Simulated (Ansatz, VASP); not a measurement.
**H2: VASP beside Ansatz**

```
CELL_PARAMETERS angstrom
9.00000 0.00000 0.00000
0.00000 9.50000 0.00000
0.00000 0.00000 10.00000
ATOMIC_POSITIONS crystal
H 0.50000 0.50000 0.46211
H 0.50000 0.50000 0.53789
```

Alike in both runs: functional PBEsol; k mesh 1 × 1 × 1; no spin polarisation.

Ansatz relaxed the structure, and its values are those at the end. VASP's run is a single point on that final structure, the one shown.

|  | VASP | Ansatz |
| --- | --- | --- |
| version | VASP 6.6.1 | Ansatz 0.2.0 |
| potentials or method | VASP PAW PBE potentials, release 64 (H) | plane waves, PAW |
| plane-wave cutoff (eV) | 520 | 520 |
| occupations | methfessel-paxton of order 1, width 0.05 eV | cold, width 0.05 eV |
| valence electrons in the cell | 2 | 2 |

|  | VASP | Ansatz | Ansatz less VASP |
| --- | --- | --- | --- |
| rms of the force components (eV/Å) | 0.011 | 0.009 | -0.0027 |

Ansatz warned: «stress_scf_threshold_loose».

Caveats: the PAW data sets were made with another functional, which shifts forces and pressure a little (VASP).
